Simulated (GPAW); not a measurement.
# Ge (Fd-3m) in GPAW: a series of runs

One crystal, Ge, is run at these levels: PBE, RPBE, LDA, AM05, PBEsol; tasks: dielectric tensor.

All numbers are computed with GPAW 26.7.0; they aren't measurements. Logs are shortened: lines on timing, memory, paths and dates and some standing lists are left out, and cuts for length are marked. The log counts tension as positive stress, the text compression.

## 1. The crystal as given

Symmetry: Fd-3m, No. 227, cubic system. The conventional cell has a = 5.658 Å, b = 5.658 Å, c = 5.658 Å, α = 90.00°, β = 90.00°, γ = 90.00°. Ge (site symmetry -43m) has 4 Ge at 2.45 Å as nearest neighbours.

## 2. Dielectric tensor, PBE

Contents of run.py:

```python
import numpy as np
from ase import Atoms
from ase.dft.bandgap import bandgap
from ase.io import write
from gpaw import GPAW, PW
from gpaw.response.df import DielectricFunction

atoms = Atoms(['Ge', 'Ge'],
              cell=[[0.0, 2.82891, 2.82891],
                    [2.82891, 0.0, 2.82891],
                    [2.82891, 2.82891, 0.0]],
              scaled_positions=[[0.75, 0.75, 0.75],
                                [0.5, 0.5, 0.5]],
              pbc=True)

calc = GPAW(mode=PW(450),
            xc='PBE',
            kpts={'size': (7, 7, 7), 'gamma': True},
            occupations={'name': 'fermi-dirac', 'width': 0.001},
            nbands=11,
            convergence={'density': 1e-06},
            maxiter=150,
            txt='gpaw.txt')
atoms.calc = calc
energy = atoms.get_potential_energy()
calc.write('gs.gpw')
write('result.traj', atoms)
print(f'Energy: {energy:.6f} eV')
print('Fermi level:', round(calc.get_fermi_level(), 4), 'eV')
print(f'Gap: {bandgap(calc)[0]:.4f} eV, direct: {bandgap(calc, direct=True)[0]:.4f} eV')

for size in [(21, 21, 21)]:
    name = 'x'.join(str(n) for n in size)
    dense = calc.fixed_density(kpts={'size': size, 'gamma': True},
                               nbands=30, convergence={'bands': 24, 'eigenstates': 1e-7},
                               update_fermi_level=True, txt=f'dense-{name}.txt')
    dense.write(f'{name}.gpw', mode='all')
    df = DielectricFunction(f'{name}.gpw', frequencies=np.array([0.0]), hilbert=False, eta=0.001,
                            ecut=80, nbands=24, intraband=False, txt=f'df-{name}.txt')
    for xc in ['RPA']:
        for direction in ['x', 'y', 'z', [0, 1, 1], [1, 0, 1], [1, 1, 0]]:
            e0, e = df.get_macroscopic_dielectric_constant(xc=xc, direction=direction)
            print(f'{name} {xc} {direction}: {e0:.4f} without, {e:.4f} with local fields')
```

Potentials or basis: GPAW PAW data sets (gpaw-data 1.2.1), pw.

Launch:

```console
OMP_NUM_THREADS=1 python run.py
```

gpaw.txt:

```text
__  _  _
 | _ |_)|_||  |
 |__||  | ||/\| - 26.7.0

Input parameters:
  mode=PW(ecut=450.00000000000006),
  convergence={'density': 1e-06},
  kpts=MonkhorstPack(size=(7, 7, 7), gamma=True),
  maxiter=150,
  nbands=11,
  occupations=Occupations(name='fermi-dirac', width=0.001),
  xc=XC(name='PBE')

Diagonalizing LCAO Hamiltonian
Converting LCAO to pw mode

           Ge

       Ge

Atoms  # Å, Bohr magnetons
|   | symbol |        x |        y |        z |    initial magnetic moments |
|---|--------|----------|----------|----------|-----------------------------|
| 0 |     Ge | 4.243365 | 4.243365 | 4.243365 | ( 0.0000,  0.0000,  0.0000) |
| 1 |     Ge | 2.828910 | 2.828910 | 2.828910 | ( 0.0000,  0.0000,  0.0000) |

Unit cell  # Å
| periodic |        x |        y |        z |  lengths |    angles |
|----------|----------|----------|----------|----------|-----------|
|      yes | 0.000000 | 2.828910 | 2.828910 | 4.000683 | 60.000000 |
|      yes | 2.828910 | 0.000000 | 2.828910 | 4.000683 | 60.000000 |
|      yes | 2.828910 | 2.828910 | 0.000000 | 4.000683 | 60.000000 |

Number of symmetries: 24
Symmetry operations  # r_c * U_cc + t_c -> r_c
|    | kind |            matrix            |
|----|------|------------------------------|
|  0 |  E   |  1, 0, 0,  0, 1, 0,  0, 0, 1 |
|  1 |  σ   |  1, 0, 0,  0, 0, 1,  0, 1, 0 |
|  2 |  σ   |  1, 0,-1,  0, 1,-1,  0, 0,-1 |
|  3 |  C3  |  1, 0,-1,  0, 0,-1,  0, 1,-1 |
|  4 |  C3  |  1,-1, 0,  0,-1, 1,  0,-1, 0 |
|  5 |  σ   |  1,-1, 0,  0,-1, 0,  0,-1, 1 |
|  6 |  σ   |  0, 1, 0,  1, 0, 0,  0, 0, 1 |
|  7 |  C3  |  0, 1, 0,  0, 0, 1,  1, 0, 0 |
|  8 |  C2  |  0, 1,-1,  1, 0,-1,  0, 0,-1 |
|  9 |  S4  |  0, 1,-1,  0, 0,-1,  1, 0,-1 |
| 10 |  C3  |  0, 0, 1,  1, 0, 0,  0, 1, 0 |
| 11 |  σ   |  0, 0, 1,  0, 1, 0,  1, 0, 0 |
| 12 |  S4  |  0, 0,-1,  1, 0,-1,  0, 1,-1 |
| 13 |  C3  |  0, 0,-1,  0, 1,-1,  1, 0,-1 |
| 14 |  S4  |  0,-1, 1,  1,-1, 0,  0,-1, 0 |
| 15 |  C2  |  0,-1, 1,  0,-1, 0,  1,-1, 0 |
| 16 |  C3  |  0,-1, 0,  1,-1, 0,  0,-1, 1 |
| 17 |  S4  |  0,-1, 0,  0,-1, 1,  1,-1, 0 |
| 18 |  S4  | -1, 1, 0, -1, 0, 1, -1, 0, 0 |
| 19 |  C3  | -1, 1, 0, -1, 0, 0, -1, 0, 1 |
| 20 |  C3  | -1, 0, 1, -1, 1, 0, -1, 0, 0 |
| 21 |  S4  | -1, 0, 1, -1, 0, 0, -1, 1, 0 |
| 22 |  σ   | -1, 0, 0, -1, 1, 0, -1, 0, 1 |
| 23 |  C2  | -1, 0, 0, -1, 0, 1, -1, 1, 0 |

BZ-sampling:
  Number of BZ points: 343
  Number of IBZ points: 20

  Monkhorst-Pack size: [7, 7, 7]
  Monkhorst-Pack shift: [0, 0, 0]

K-points  # in reciprocal-cell coordinates
|     |                                coordinates |     weight |
|-----|--------------------------------------------|------------|
|   0 | (  0.00000000,   0.00000000,   0.00000000) | 0.00291545 |
|   1 | (  0.14285714,   0.14285714,   0.00000000) | 0.01749271 |
|   2 | (  0.14285714,   0.14285714,   0.14285714) | 0.02332362 |
|   3 | (  0.28571429,   0.14285714,   0.14285714) | 0.03498542 |
|   4 | (  0.28571429,   0.28571429,   0.00000000) | 0.01749271 |
|   5 | (  0.28571429,   0.28571429,   0.14285714) | 0.06997085 |
|   6 | (  0.28571429,   0.28571429,   0.28571429) | 0.02332362 |
|   7 | (  0.42857143,  -0.28571429,  -0.28571429) | 0.03498542 |
|   8 | (  0.42857143,   0.28571429,  -0.42857143) | 0.13994169 |
|   9 | (  0.42857143,   0.28571429,  -0.28571429) | 0.06997085 |
| ... |                                            |            |
|  19 | (  0.42857143,   0.42857143,   0.42857143) | 0.02332362 |

Plane wave coefficients: 998
Cutoff: 450.00000000000006 eV

Spin-components: 1 (collinear spins)
Bands:           11
Projectors:      10
Spin-degeneracy: 2
Datatype:        complex128

Parallelization:
  kpt:    1
  domain: 1
  band:   1

Density:
  Valence electrons: 8.0
  Components: 1
  Grid points: [20 20 20]
  Charge: 0.0  # |e|

Potential:
  Grid points: [20 20 20]

species:
  Ge:
    name:    Germanium
    Z:       32.0
    valence: 4
    core:    28
    charge:  0.0  # [|e|]
    compensation charges:
      type: gauss
      rc: 0.32  # [Å]
      lmax: 2
    cutoffs:
      filter: 1.77  # [Å]
      core: 3.42  # [Å]
    projectors
    | kind |    occ | energy [eV] | rcut [Å] |
    |------|--------|-------------|----------|
    |   4s |  2.000 |     -11.726 |    1.005 |
    |   4p |  2.000 |      -3.896 |    1.005 |
    |    s |        |      15.485 |    1.005 |
    |    p |        |      23.315 |    1.005 |
    |    d |        |       0.000 |    1.005 |

    Using partial waves for Ge as LCAO basis

Reference energy: -114195.275705  # eV

eigensolver:
  PPCG
  Converge bands: occupied
  niter=2

density mixing:
  MSR1-Mixer
  Pratt-step length: 0.05
  Maximum mixing coefficient: 0.75
  Old densities: 10
  SVD Regularization: 0.005
  Good broyden scale: 1.0
  Trust region scale: 1.0
  Backstep threshold: 4.0
  History deletion threshold: 6.0
  Fourier metric: weight=20.0, sigma=0.015

occupation numbers:
  Fermi-Dirac:
    width: 0.0010  # eV

poisson solver:
  ecut: 3600.0000000000005  # eV

xc functional:
  name: PBE with 2 nearest neighbor stencil

convergence criteria:
- Maximum integral of absolute [dens]ity change: 1e-06 electrons / valence electron
- Maximum [total energy] change in last 3 cyles: 0.0005 eV / valence electron
- Maximum integral of absolute [eigenst]ate change: 4e-08 eV^2 / valence electron
maximum number of iterations: 150

SCF iterations
|iter     | |      energy | eigst |  dens |
|---------|-|-------------|-------|-------|
|iter:   1| |   -9.015734 | -0.47 |       |
|iter:   2| |   -9.012938 | -2.70 | -0.91 |
|iter:   3| |   -8.981489 | -2.69 | -0.93 |
|iter:   4| |   -8.981512 | -3.59 | -1.52 |
|iter:   5| |   -8.981600c| -5.24 | -2.49 |
|iter:   6| |   -8.981606c| -6.80 | -3.16 |
|iter:   7| |   -8.981606c| -7.95c| -3.77 |
|iter:   8| |   -8.981606c| -8.47c| -5.08 |
|iter:   9| |   -8.981606c| -9.37c| -5.58 |
|iter:  10| |   -8.981606c| -9.91c| -5.97 |
|iter:  11| |   -8.981606c|-10.68c| -7.14c|

Converged in 11 steps
Energy contributions relative to reference atoms: (reference = -114195.275705)

Energy contributions:
  Kinetic:          26.051447
  Coulomb:         -23.219739
  Zero:              0.009154
  External:          0.000000
  Xc:              -11.822467
  Entropy:          -0.000000
  Spinorbit:         0.000000
  ----------------------------
  Free energy:      -8.981606
  Extrapolated:     -8.981606

dipole moment: (3.701942, 3.701942, 3.701942)  # |e|*Ang

Fermi level: 6.018
Eigenvalues  # (at kpt = [0.000, 0.000, 0.000])
| band index |      eig [eV] | occ [0-2] |
|------------|---------------|-----------|
|          0 |        -6.775 |     2.000 |
|          1 |         5.982 |     2.000 |
|          2 |         5.982 |     2.000 |
|          3 |         5.982 |     2.000 |
|          4 |         6.073 |     0.000 |
|          5 |         8.540 |     0.000 |
|          6 |         8.540 |     0.000 |
|          7 |         8.540 |     0.000 |
|          8 |        12.432 |     0.000 |
|          9 |        15.368 |     0.000 |
|         10 |        15.369 |     0.000 |

Gap: 0.091 eV
Transition (v -> c):
  (s=0, k=0, n=3, [0.00, 0.00, 0.00]) -> (s=0, k=0, n=4, [0.00, 0.00, 0.00])
No difference between direct/indirect transitions
# Writing to gs.gpw (mode='')
```

stdout:

```text
Energy: -8.981606 eV
Fermi level: 6.0179 eV
Gap: 0.0908 eV, direct: 0.0908 eV
21x21x21 RPA x: 194.3990 without, 191.8294 with local fields
21x21x21 RPA y: 194.3990 without, 191.8294 with local fields
21x21x21 RPA z: 194.3990 without, 191.8294 with local fields
21x21x21 RPA [0, 1, 1]: 194.3990 without, 191.8294 with local fields
21x21x21 RPA [1, 0, 1]: 194.3990 without, 191.8294 with local fields
21x21x21 RPA [1, 1, 0]: 194.3990 without, 191.8294 with local fields
```

df-21x21x21.txt:

```text
FrequencyGridDescriptor(from 0.000 to 0.000 eV, 1 points)
FrequencyGridDescriptor(from 0.000 to 0.000 eV, 1 points)

Calculating chi0 body with:
    Ground state adapter containing:
    Number of spins: 1
    Number of kpoints: 9261
    Number of irreducible kpoints: 286
    Number of completely occupied states: 4
    Number of partially occupied states: 4

    Linear response parametrization:
    q_c: [0.0, 0.0, 0.0]
    Number of frequency points: 1
    Planewave cutoff: 80.0
    Number of bands: 24
    Number of planewaves: 65
    Broadening (eta): 0.001

Integrating chi0 body.

Symmetries of q_c:
    Direct symmetries (Uq -> q): 24
    Indirect symmetries (TUq -> q): 24
In total 48 allowed symmetries.

Integral kind: response function

Calculating chi0 optical extensions with:
    Ground state adapter containing:
    Number of spins: 1
    Number of kpoints: 9261
    Number of irreducible kpoints: 286
    Number of completely occupied states: 4
    Number of partially occupied states: 4

    Linear response parametrization:
    Number of frequency points: 1
    Planewave cutoff: 80.0
    Number of bands: 24
    Number of planewaves: 65
    Broadening (eta): 0.001
Integrating chi0 head and wings.

Symmetries of q_c:
    Direct symmetries (Uq -> q): 24
    Indirect symmetries (TUq -> q): 24
In total 48 allowed symmetries.

Integral kind: response function wings

Finished calculating chi0
```

It took 1.8 min on 1 thread of Arm Neoverse V1, shared host; peak memory 0.4 GiB.

What came out:

```
Free energy                             : -8.9816 eV
Band gap on the k mesh                  : 0.09 eV, direct
Electronic dielectric tensor (diagonal) : 191.83
```

Electronic dielectric tensor:
```
191.83   0.00   0.00
  0.00 191.83   0.00
  0.00   0.00 191.83
```

Caveat: the gap is small at this level, which inflates the dielectric constant; the long-wavelength limit can be off by a per cent or two; an odd mesh through Γ misses points on the zone boundary, where band edges often lie.

## 3. Dielectric tensor, RPBE

run.py, as its differences from that of step 2:

```diff
@@ -16,3 +16,3 @@
 calc = GPAW(mode=PW(450),
-            xc='PBE',
+            xc='RPBE',
             kpts={'size': (7, 7, 7), 'gamma': True},
```

Potentials or basis: the program's PAW data sets (release 1.2.1) made for this functional, pw.

Launch:

```console
OMP_NUM_THREADS=1 python run.py
```

gpaw.txt:

```text
__  _  _
 | _ |_)|_||  |
 |__||  | ||/\| - 26.7.0

Input parameters:
  mode=PW(ecut=450.00000000000006),
  convergence={'density': 1e-06},
  kpts=MonkhorstPack(size=(7, 7, 7), gamma=True),
  maxiter=150,
  nbands=11,
  occupations=Occupations(name='fermi-dirac', width=0.001),
  xc=XC(name='RPBE')

Diagonalizing LCAO Hamiltonian
Converting LCAO to pw mode

           Ge

       Ge

Atoms  # Å, Bohr magnetons
|   | symbol |        x |        y |        z |    initial magnetic moments |
|---|--------|----------|----------|----------|-----------------------------|
| 0 |     Ge | 4.243365 | 4.243365 | 4.243365 | ( 0.0000,  0.0000,  0.0000) |
| 1 |     Ge | 2.828910 | 2.828910 | 2.828910 | ( 0.0000,  0.0000,  0.0000) |

Unit cell  # Å
[... 142 lines left out ...]
|iter     | |      energy | eigst |  dens |
|---------|-|-------------|-------|-------|
|iter:   1| |   -8.275833 | -0.47 |       |
|iter:   2| |   -8.276608 | -2.71 | -0.91 |
|iter:   3| |   -8.274110c| -2.68 | -0.93 |
|iter:   4| |   -8.276829c| -3.46 | -1.51 |
|iter:   5| |   -8.277035c| -5.04 | -2.45 |
|iter:   6| |   -8.277055c| -6.38 | -3.01 |
|iter:   7| |   -8.277055c| -7.75c| -3.80 |
|iter:   8| |   -8.277055c| -7.99c| -4.75 |
|iter:   9| |   -8.277055c| -8.42c| -5.18 |
|iter:  10| |   -8.277055c| -9.45c| -5.83 |
|iter:  11| |   -8.277055c|-10.26c| -6.52c|

Converged in 11 steps
Energy contributions relative to reference atoms: (reference = -114207.418677)

Energy contributions:
  Kinetic:          26.288711
  Coulomb:         -23.298135
  Zero:              0.003414
  External:          0.000000
  Xc:              -11.271044
  Entropy:          -0.000000
  Spinorbit:         0.000000
  ----------------------------
  Free energy:      -8.277055
  Extrapolated:     -8.277055

dipole moment: (3.704216, 3.704216, 3.704216)  # |e|*Ang

Fermi level: 6.118
Eigenvalues  # (at kpt = [0.000, 0.000, 0.000])
| band index |      eig [eV] | occ [0-2] |
|------------|---------------|-----------|
|          0 |        -6.637 |     2.000 |
|          1 |         6.090 |     2.000 |
|          2 |         6.090 |     2.000 |
|          3 |         6.090 |     2.000 |
|          4 |         6.288 |     0.000 |
|          5 |         8.654 |     0.000 |
|          6 |         8.654 |     0.000 |
|          7 |         8.654 |     0.000 |
|          8 |        12.743 |     0.000 |
|          9 |        15.437 |     0.000 |
|         10 |        15.437 |     0.000 |

Gap: 0.198 eV
Transition (v -> c):
  (s=0, k=0, n=3, [0.00, 0.00, 0.00]) -> (s=0, k=0, n=4, [0.00, 0.00, 0.00])
No difference between direct/indirect transitions
# Writing to gs.gpw (mode='')
```

stdout:

```text
Energy: -8.277055 eV
Fermi level: 6.1184 eV
Gap: 0.1979 eV, direct: 0.1979 eV
21x21x21 RPA x: 35.9765 without, 34.1485 with local fields
21x21x21 RPA y: 35.9765 without, 34.1485 with local fields
21x21x21 RPA z: 35.9765 without, 34.1485 with local fields
21x21x21 RPA [0, 1, 1]: 35.9765 without, 34.1485 with local fields
21x21x21 RPA [1, 0, 1]: 35.9765 without, 34.1485 with local fields
21x21x21 RPA [1, 1, 0]: 35.9765 without, 34.1485 with local fields
```

Wall time 1.9 min (1 thread of Arm Neoverse V1, shared host); peak memory 0.4 GiB.

What came out:

* Free energy: -8.2771 eV
* Band gap on the k mesh: 0.20 eV, direct
* Electronic dielectric tensor (diagonal): 34.15

Electronic dielectric tensor:
```
34.15  0.00  0.00
 0.00 34.15  0.00
 0.00  0.00 34.15
```

Caveat: the gap is small at this level, which inflates the dielectric constant; the long-wavelength limit can be off by a per cent or two; an odd mesh through Γ misses points on the zone boundary, where band edges often lie.

(Part 1 of 3 ends here.)
